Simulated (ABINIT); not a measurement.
# ZrSe2 (P-3m1) in ABINIT: a series of runs

One crystal, ZrSe2, is run at these levels: HSE06; tasks: single point.

Program: ABINIT 10.8.3 (patched build). These are calculated values, not measurements. Logs are shortened: lines on timing, memory, paths and dates and some standing lists are left out, and cuts for length are marked. The log counts tension as positive stress, the text compression.

### 1 The crystal as given

It takes space group P-3m1 (No. 164, trigonal). The conventional cell has a = 3.798 Å, b = 3.798 Å, c = 6.192 Å, α = 90.00°, β = 90.00°, γ = 120.00°. Zr (site symmetry -3m) has 6 Se at 2.68 Å as nearest neighbours. Se (site symmetry 3m) has 3 Zr at 2.68 Å as nearest neighbours.

### 2 Single point, HSE06

File run.abi:

```
pp_dirpath "./"
pseudos "Zr_ONCV_PBE-1.2.upf, Se_ONCV_PBE-1.2.upf"

acell 3.798 3.798 6.192 Angstrom
rprim
     1.0000000000     0.0000000000     0.0000000000
    -0.5000000000     0.8660254038     0.0000000000
     0.0000000000     0.0000000000     1.0000000000
ntypat 2
znucl 40 34
natom 3
typat 1 2 2
xred
     0.0000000000     0.0000000000     0.0000000000
     0.6666666667     0.3333333333     0.7500000000
     0.3333333333     0.6666666667     0.2500000000

ecut 22.0

kptopt 1
ngkpt 4 4 2
nshiftk 1
shiftk 0.0 0.0 0.0

ixc -428
hyb_mixing_sr 0.35

nband 16
occopt 3
tsmear 0.05 eV

nstep 60
toldfe 1.0e-7

iomode 3
prtwf 0
prtden 0
prteig 0
prtebands 0
enunit 2
prtvol 2
```

Potentials or basis: SG15 NC PBE v1.2.

Command:

```console
$ mpirun --bind-to none -np 4 abinit run.abi > log 2>&1
```

run.abo:

```text
.Version 10.8.3 of ABINIT
 Symmetries : space group P-3 m 1 (#164); Bravais hP (primitive hexag.)
================================================================================
 Values of the parameters that define the memory need of the present run
     intxc =       0    ionmov =       0      iscf =       7    lmnmax =       6
     lnmax =       6     mgfft =      50  mpssoang =       3    mqgrid =    3001
     natom =       3  nloc_mem =       1    nspden =       1   nspinor =       1
    nsppol =       1      nsym =      12    n1xccc =       0    ntypat =       2
    occopt =       3   xclevel =       2
       mpw =        2587          nfft =       51200          nkpt =           8
================================================================================
================================================================================

--------------------------------------------------------------------------------
------------- Echo of variables that govern the present computation ------------
--------------------------------------------------------------------------------
 -outvars: echo values of preprocessed input variables --------
            acell      7.1771798262E+00  7.1771798262E+00  1.1701184172E+01 Bohr
              amu      9.12240000E+01  7.89600000E+01
             ecut      2.20000000E+01 Hartree
           enunit           2
   hyb_mixing_sr       3.5000000000E-01
              ixc        -428
         kptrlatt        4    0    0      0    4    0      0    0    2
          kptrlen      2.34023683E+01
            natom           3
            nband          16
          nbandhf          16
            ngfft          32      32      50
             nkpt           8
           nkpthf          32
            nstep          60
             nsym          12
           ntypat           2
           occopt           3
           prtden           0
        prtebands           0
           prteig           0
           prtvol           2
            prtwf           0
            rprim      1.0000000000E+00  0.0000000000E+00  0.0000000000E+00
                      -5.0000000000E-01  8.6602540380E-01  0.0000000000E+00
                       0.0000000000E+00  0.0000000000E+00  1.0000000000E+00
          spgroup         164
           toldfe      1.00000000E-07 Hartree
           tsmear      1.83746611E-03 Hartree
            typat      1  2  2
          usefock           1
           xangst      0.0000000000E+00  0.0000000000E+00  0.0000000000E+00
                       1.8990000000E+00  1.0963881612E+00  4.6440000000E+00
                       3.8049734892E-17  2.1927763224E+00  1.5480000000E+00
            xcart      0.0000000000E+00  0.0000000000E+00  0.0000000000E+00
                       3.5885899131E+00  2.0718733524E+00  8.7758881287E+00
                       7.1903578110E-17  4.1437467048E+00  2.9252960429E+00
             xred      0.0000000000E+00  0.0000000000E+00  0.0000000000E+00
                       6.6666666667E-01  3.3333333333E-01  7.5000000000E-01
                       3.3333333333E-01  6.6666666667E-01  2.5000000000E-01
            znucl       40.00000   34.00000

================================================================================

 chkinp: Checking input parameters for consistency.

================================================================================
== DATASET  1 ==================================================================

--- !DatasetInfo
iteration_state: {dtset: 1, }
dimensions: {natom: 3, nkpt: 8, mband: 16, nsppol: 1, nspinor: 1, nspden: 1, mpw: 2587, }
cutoff_energies: {ecut:  22.0, pawecutdg:  -1.0, }
electrons: {nelect:   2.40000000E+01, charge:   0.00000000E+00, occopt:   3.00000000E+00, tsmear:   1.83746611E-03, }
meta: {optdriver: 0, ionmov: 0, optcell: 0, iscf: 7, paral_kgb: 0, }
...

 Real(R)+Recip(G) space primitive vectors, cartesian coordinates (Bohr,Bohr^-1):
 R(1)=  7.1771798  0.0000000  0.0000000  G(1)=  0.1393305  0.0804425  0.0000000
 R(2)= -3.5885899  6.2156201  0.0000000  G(2)=  0.0000000  0.1608850  0.0000000
 R(3)=  0.0000000  0.0000000 11.7011842  G(3)=  0.0000000  0.0000000  0.0854614
 Unit cell volume ucvol=  5.2199711E+02 bohr^3
 Angles (23,13,12)=  9.00000000E+01  9.00000000E+01  1.20000000E+02 degrees

 getcut: wavevector=  0.0000  0.0000  0.0000  ngfft=  32  32  50
         ecut(hartree)=     22.000   => boxcut(ratio)=   2.02378

--- Pseudopotential description ------------------------------------------------
- pspini: atom type   1  psp file is ./Zr_ONCV_PBE-1.2.upf
12 -101130 2 -1 602                           pspcod,pspxc,lmax,lloc,mmax
     nproj     2     2     2

- pspini: atom type   2  psp file is ./Se_ONCV_PBE-1.2.upf
12 -101130 2 -1 602                           pspcod,pspxc,lmax,lloc,mmax
[... 103 lines left out ...]
 reduced coordinates (array xred) for    3 atoms
       0.000000000000      0.000000000000      0.000000000000
       0.666666666667      0.333333333333      0.750000000000
       0.333333333333      0.666666666667      0.250000000000
 rms dE/dt=  4.7803E-03; max dE/dt=  1.0140E-02; dE/dt below (all hartree)
    1       0.000000000000      0.000000000000      0.000000000000
    2       0.000000000000     -0.000000000000      0.010140498294
    3      -0.000000000000     -0.000000000000     -0.010140498294

 cartesian coordinates (angstrom) at end:
    1      0.00000000000000     0.00000000000000     0.00000000000000
    2      1.89900000000000     1.09638816121080     4.64400000000000
    3      0.00000000000000     2.19277632242160     1.54800000000000

 cartesian forces (hartree/bohr) at end:
    1     -0.00000000000000    -0.00000000000000    -0.00000000000000
    2     -0.00000000000000    -0.00000000000000    -0.00086662154405
    3      0.00000000000000     0.00000000000000     0.00086662154405
 frms,max,avg= 4.0852931E-04 8.6662154E-04   0.000E+00  0.000E+00  0.000E+00 h/b

 cartesian forces (eV/Angstrom) at end:
    1     -0.00000000000000    -0.00000000000000    -0.00000000000000
    2     -0.00000000000000    -0.00000000000000    -0.04456347154495
    3      0.00000000000000     0.00000000000000     0.04456347154495
 frms,max,avg= 2.1007422E-02 4.4563472E-02   0.000E+00  0.000E+00  0.000E+00 e/A
 length scales=  7.177179826198  7.177179826198 11.701184171621 bohr
              =  3.798000000000  3.798000000000  6.192000000000 angstroms
 Fermi (or HOMO) energy (hartree) =   0.21692   Average Vxc (hartree)=  -0.26065
 Eigenvalues (hartree) for nkpt=   8  k points:
 kpt#   1, nband= 16, wtk=  0.03125, kpt=  0.0000  0.0000  0.0000 (reduced coord)
  -1.81264   -0.92557   -0.91995   -0.91995   -0.35815   -0.30217   -0.00463    0.07669
   0.07669    0.19092    0.19092    0.19423    0.27065    0.27065    0.29386    0.39638
      occupation numbers for kpt#   1
   2.00000    2.00000    2.00000    2.00000    2.00000    2.00000    2.00000    2.00000
   2.00000    2.00000    2.00000    1.99999    0.00000    0.00000    0.00000    0.00000
 kpt#   2, nband= 16, wtk=  0.18750, kpt=  0.2500  0.0000  0.0000 (reduced coord)
  -1.81237   -0.92471   -0.92433   -0.92095   -0.33618   -0.30451    0.02757    0.05668
   0.08022    0.08586    0.14812    0.16828    0.26184    0.31496    0.32306    0.39182
      occupation numbers for kpt#   2
   2.00000    2.00000    2.00000    2.00000    2.00000    2.00000    2.00000    2.00000
   2.00000    2.00000    2.00000    2.00000    0.00000    0.00000    0.00000    0.00000
 kpt#   3, nband= 16, wtk=  0.09375, kpt=  0.5000  0.0000  0.0000 (reduced coord)
  -1.81209   -0.92877   -0.92363   -0.92191   -0.31446   -0.30223   -0.00128    0.06643
   0.08315    0.08627    0.10297    0.13406    0.24801    0.33377    0.34735    0.41712
      occupation numbers for kpt#   3
   2.00000    2.00000    2.00000    2.00000    2.00000    2.00000    2.00000    2.00000
[... 16 lines left out ...]
      occupation numbers for kpt#   6
   2.00000    2.00000    2.00000    2.00000    2.00000    2.00000    2.00000    2.00000
   2.00000    2.00000    2.00000    2.00000    0.00000    0.00000    0.00000    0.00000
 kpt#   7, nband= 16, wtk=  0.09375, kpt=  0.5000  0.0000  0.5000 (reduced coord)
  -1.81209   -0.92877   -0.92361   -0.92191   -0.31836   -0.29737   -0.00572    0.03937
   0.07899    0.08760    0.14644    0.15103    0.24113    0.33312    0.34707    0.41487
      occupation numbers for kpt#   7
   2.00000    2.00000    2.00000    2.00000    2.00000    2.00000    2.00000    2.00000
   2.00000    2.00000    2.00000    2.00000    0.00000    0.00000    0.00000    0.00000
 kpt#   8, nband= 16, wtk=  0.18750, kpt=  0.2500  0.2500  0.5000 (reduced coord)
  -1.81209   -0.92706   -0.92382   -0.92348   -0.31100   -0.30579    0.02299    0.03223
   0.08106    0.08988    0.10806    0.12882    0.29273    0.30285    0.33963    0.38892
      occupation numbers for kpt#   8
   2.00000    2.00000    2.00000    2.00000    2.00000    2.00000    2.00000    2.00000
   2.00000    2.00000    2.00000    2.00000    0.00000    0.00000    0.00000    0.00000
 Fermi (or HOMO) energy (eV) =   5.90267   Average Vxc (eV)=  -7.09259
 Eigenvalues (   eV  ) for nkpt=   8  k points:
 kpt#   1, nband= 16, wtk=  0.03125, kpt=  0.0000  0.0000  0.0000 (reduced coord)
 -49.32438  -25.18604  -25.03302  -25.03302   -9.74572   -8.22259   -0.12599    2.08688
   2.08688    5.19524    5.19524    5.28527    7.36468    7.36468    7.99644   10.78592
 kpt#   2, nband= 16, wtk=  0.18750, kpt=  0.2500  0.0000  0.0000 (reduced coord)
 -49.31698  -25.16275  -25.15221  -25.06023   -9.14804   -8.28626    0.75032    1.54245
   2.18279    2.33642    4.03049    4.57925    7.12507    8.57053    8.79101   10.66195
 kpt#   3, nband= 16, wtk=  0.09375, kpt=  0.5000  0.0000  0.0000 (reduced coord)
 -49.30954  -25.27321  -25.13328  -25.08646   -8.55698   -8.22420   -0.03490    1.80779
   2.26255    2.34742    2.80205    3.64786    6.74868    9.08221    9.45187   11.35047
 kpt#   4, nband= 16, wtk=  0.18750, kpt=  0.2500  0.2500  0.0000 (reduced coord)
 -49.30956  -25.22693  -25.13832  -25.12913   -8.45689   -8.32963    0.74521    1.40591
   1.81862    2.23644    2.54224    3.58100    7.92761    8.84245    9.17059   10.17092
 kpt#   5, nband= 16, wtk=  0.03125, kpt=  0.0000  0.0000  0.5000 (reduced coord)
 -49.32438  -25.18572  -25.03310  -25.03310   -9.44448   -8.66434    1.20584    2.13968
   2.13968    2.97493    5.01492    5.01492    7.33361    7.33361    8.39742   11.22251
 kpt#   6, nband= 16, wtk=  0.18750, kpt=  0.2500  0.0000  0.5000 (reduced coord)
 -49.31699  -25.16245  -25.15208  -25.06011   -8.89783   -8.58189    0.84755    1.40336
   2.30556    2.72482    4.06385    4.12357    7.06680    8.65249    9.15808   10.10263
 kpt#   7, nband= 16, wtk=  0.09375, kpt=  0.5000  0.0000  0.5000 (reduced coord)
 -49.30956  -25.27314  -25.13277  -25.08634   -8.66301   -8.09185   -0.15553    1.07128
   2.14933    2.38364    3.98480    4.10967    6.56157    9.06473    9.44430   11.28918
 kpt#   8, nband= 16, wtk=  0.18750, kpt=  0.2500  0.2500  0.5000 (reduced coord)
 -49.30958  -25.22656  -25.13841  -25.12910   -8.46269   -8.32104    0.62555    0.87697
   2.20575    2.44583    2.94052    3.50548    7.96550    8.24103    9.24191   10.58313
 Total charge density [el/Bohr^3]
)     Maximum=    6.1411E-01  at reduced coord.    0.9375    0.8750    0.9800
)Next maximum=    6.1411E-01  at reduced coord.    0.9375    0.0625    0.9800
)     Minimum=    1.3848E-03  at reduced coord.    0.0000    0.0000    0.5000
)Next minimum=    1.4131E-03  at reduced coord.    0.0313    0.0000    0.5000
   Integrated=    2.4000E+01

--- !EnergyTerms
iteration_state     : {dtset: 1, }
comment             : Components of total free energy in Hartree
kinetic             :  2.01000499873910E+01
hartree             :  1.65402582686018E+01
xc                  : -7.36166259288100E+00
Ewald energy        : -4.65199731659187E+01
psp_core            :  1.23479038303976E+00
local_psp           : -5.79888351175569E+01
non_local_psp+x     :  7.50931190410206E+00
internal            : -6.64860603332220E+01
'-kT*entropy'       : -1.87468180976676E-08
total_energy        : -6.64860603519688E+01
...

--- !EnergyTermsDC
iteration_state     : {dtset: 1, }
comment             : '"Double-counting" decomposition of free energy'
band_energy         : -9.38771521145266E+00
Ewald energy        : -4.65199731659187E+01
psp_core            :  1.23479038303976E+00
xc_dc               : -1.18135901973177E+01
internal            : -6.64864881916494E+01
'-kT*entropy'       : -1.87468180976676E-08
total_energy_dc     : -6.64864882103962E+01
...

 Cartesian components of stress tensor (hartree/bohr^3)
  sigma(1 1)= -2.54107909E-05  sigma(3 2)=  0.00000000E+00
  sigma(2 2)= -2.54107910E-05  sigma(3 1)=  0.00000000E+00
  sigma(3 3)= -3.00446694E-05  sigma(2 1)=  0.00000000E+00

-Cartesian components of stress tensor (GPa)         [Pressure=  7.9306E-01 GPa]
- sigma(1 1)= -7.47611281E-01  sigma(3 2)=  0.00000000E+00
- sigma(2 2)= -7.47611283E-01  sigma(3 1)=  0.00000000E+00
- sigma(3 3)= -8.83944691E-01  sigma(2 1)=  0.00000000E+00

== END DATASET(S) ==============================================================
================================================================================

 -outvars: echo values of variables after computation  --------
            acell      7.1771798262E+00  7.1771798262E+00  1.1701184172E+01 Bohr
           etotal     -6.6486060352E+01
            fcart     -3.2014300594E-27 -1.6635118559E-26 -0.0000000000E+00
                      -1.2805720238E-26 -2.8698592549E-42 -8.6662154405E-04
                       1.6007150297E-26  1.6635118559E-26  8.6662154405E-04
            rprim      1.0000000000E+00  0.0000000000E+00  0.0000000000E+00
                      -5.0000000000E-01  8.6602540380E-01  0.0000000000E+00
                       0.0000000000E+00  0.0000000000E+00  1.0000000000E+00
           strten     -2.5410790940E-05 -2.5410791024E-05 -3.0044669369E-05
                       0.0000000000E+00  0.0000000000E+00  0.0000000000E+00
           xangst      0.0000000000E+00  0.0000000000E+00  0.0000000000E+00
                       1.8990000000E+00  1.0963881612E+00  4.6440000000E+00
                       3.8049734892E-17  2.1927763224E+00  1.5480000000E+00
             xred      0.0000000000E+00  0.0000000000E+00  0.0000000000E+00
                       6.6666666667E-01  3.3333333333E-01  7.5000000000E-01
                       3.3333333333E-01  6.6666666667E-01  2.5000000000E-01
 Calculation completed.
```

Wall time 8.4 min (4 MPI ranks of Arm Neoverse V2, shared host); peak memory 0.4 GiB.

The run converged, but some of its settings lie outside the range that counts as converged, so its numbers aren't taken as properties of the crystal.

Results:

| Quantity | Value |
| --- | --- |
| Free energy | -1809.1779 eV |
| Largest force | 0.045 eV/Å |
| Band gap on the k mesh | 1.28 eV, indirect (least direct gap 2.08 eV) |
| Valence electrons inside the program's atomic spheres | Zr 8.23; Se 3.33 |

Caveat: the k mesh is coarse (spacing up to 0.51 Å⁻¹), so the values aren't converged, least of all with exact exchange; exact exchange is summed on a coarse mesh, which widens gaps by tenths of an eV; the cutoff is too short for stress, so the log's stress isn't used; Libxc's HSE differs a little from that of other programs; the potentials were made for another functional, which shifts forces and pressure; this functional lacks dispersion, which binds the layers, so the pressure and a relaxed spacing across them are unreliable.

### 3 Single point, HSE06

Changes to run.abi since step 2:

```diff
@@ -25,3 +25,3 @@
 ixc -428
-hyb_mixing_sr 0.35
+hyb_mixing_sr 0.5
```

Potentials or basis: SG15 NC PBE v1.2.

Command:

```console
$ mpirun --bind-to none -np 4 abinit run.abi > log 2>&1
```

It took 7.3 min on 4 MPI ranks of Arm Neoverse V2, shared host; peak memory 0.4 GiB.

The run converged, but some of its settings lie outside the range that counts as converged, so its numbers aren't taken as properties of the crystal.

Results:

* Free energy: -1809.2195 eV
* Largest force: 0.051 eV/Å
* Band gap on the k mesh: 1.76 eV, indirect (least direct gap 2.63 eV)
* Valence electrons inside the program's atomic spheres: Zr 8.20; Se 3.33

Caveat: the k mesh is coarse (spacing up to 0.51 Å⁻¹), so the values aren't converged, least of all with exact exchange; exact exchange is summed on a coarse mesh, which widens gaps by tenths of an eV; the cutoff is too short for stress, so the log's stress isn't used; Libxc's HSE differs a little from that of other programs; the potentials were made for another functional, which shifts forces and pressure; this functional lacks dispersion, which binds the layers, so the pressure and a relaxed spacing across them are unreliable.
